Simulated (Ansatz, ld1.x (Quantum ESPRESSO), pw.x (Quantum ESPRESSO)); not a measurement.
**gold: one change to the ultrasoft potential, in the atom and in the bcc crystal**

gold (Au), ultrasoft, made with ld1.x (Quantum ESPRESSO) 7.5 (PBE, scalar-relativistic). Core [Xe] 4f14, reference 5d10 6s1 6p0. Waves: 6s (bound): rcut 1.50, rcutus 2.05 bohr; 6s channel at 2.85 Ry: rcut 1.50, rcutus 2.05 bohr; 6p (bound, empty): rcut 3.40, rcutus 4.00 bohr; 6p channel at 2.4 Ry: rcut 3.40, rcutus 4.00 bohr; 5d (bound): rcut 1.90, rcutus 2.50 bohr; 5d channel at -0.1 Ry: rcut 1.90, rcutus 2.50 bohr. Local part: all-electron potential smoothed inside 2.15 bohr (lloc = -1). Core correction: a·sin(br)/r model core inside 1.65 bohr. Augmentation charge: PSQ, inside the norm-conserving radii.

Change: local potential all-electron potential smoothed inside 2.82 bohr (lloc = -1).

Cutoffs, loose and tight: the cutoffs (Ry, on a coarse ladder) from which the occupation-weighted sum of valence levels, in a spherical-Bessel basis at the reference potential, stays within 10 and 1 mRy of its value at 400 Ry. They do not see the model core or the augmentation charge, which bear on the density cutoff. Test errors are all-electron minus pseudo excitation energies from the reference, over the configurations 5d10 6s0 6p0; 5d9 6s0 6p0; 5d8 6s0 6p0; 5d9 6s1 6p1; 5d10 6s0.5 6p0; 5d9 6s1 6p0; 5d9 6s2 6p0; variants that change the core or the reference have their own tests.

Crystal test: bcc Au in pw.x 7.5, no spin, 14³ k-points, Fermi–Dirac smearing 0.01 Ry, cutoffs set for each file from its atomic test. The reference is all-electron LAPW (Ansatz 0.2.0) with the same functional, mesh and smearing; V0 and B0 come from Birch–Murnaghan fits to the pressures at five volumes. Errors are pseudo minus all-electron; Δ is the rms difference of the E(V) curves that follow from these fits, minima aligned, over ±6 % about the mean V0. Mesh and smearing are coarse, so the numbers serve the comparison and aren't converged zero-temperature values; the lattice is a test structure that the element need not adopt.

All-electron: a0 = 3.303 Å (V0 = 18.01 Å³/atom), B0 = 136.2 GPa.

**Question.** Does the change bring the crystal closer to the all-electron result?

**Answer.** The mean pressure error goes from +0.96 to -42.81 GPa, so the change moves the solid further from the all-electron pressures.

```csv
quantity,base,changed
outcome (atom),generated,generated
"cutoff, loose (atom)",18 Ry,18 Ry
"cutoff, tight (atom)",30 Ry,30 Ry
bound ghosts (atom),none,s
largest test error (meV) (atom),"-34 over the solved tests; test run stopped at test 4 of 7 (negative rho), 1 before it not solved",-37 over the solved tests; 1 of 7 tests not solved or not reliable
cutoffs in pw.x (Ry),40/320,40/320
a0 (Å),3.310,–
a0 error (%),+0.21,–
B0 error (%),+4.5,–
Δ (meV/atom),3.7,–
mean pressure error (GPa),+0.96,-42.81
```

A dash: not determined, or the minimum lies outside the volumes sampled.

Base: The largest radius (4.00 bohr) exceeds half the bond length (2.70 bohr), so the spheres overlap, which is one possible source of error among others. Atomic configuration tests: test run stopped at test 4 of 7 (negative rho), 1 before it not solved. The logarithmic derivative shows an extra or strongly shifted pseudo pole above the reference energy (s near 0.11 Ry). Changed file: The largest radius (4.00 bohr) exceeds half the bond length (2.70 bohr), so the spheres overlap, which is one possible source of error among others. This is a poor potential for the solid. Note: ghost state, extra bound levels that the all-electron valence spectrum of the same l lacks: s at -82.3 eV. A true bound ghost makes a file unfit for plane-wave use. Atomic configuration tests: 1 of 7 tests not solved or not reliable. The atomic cutoffs weigh occupied waves only.
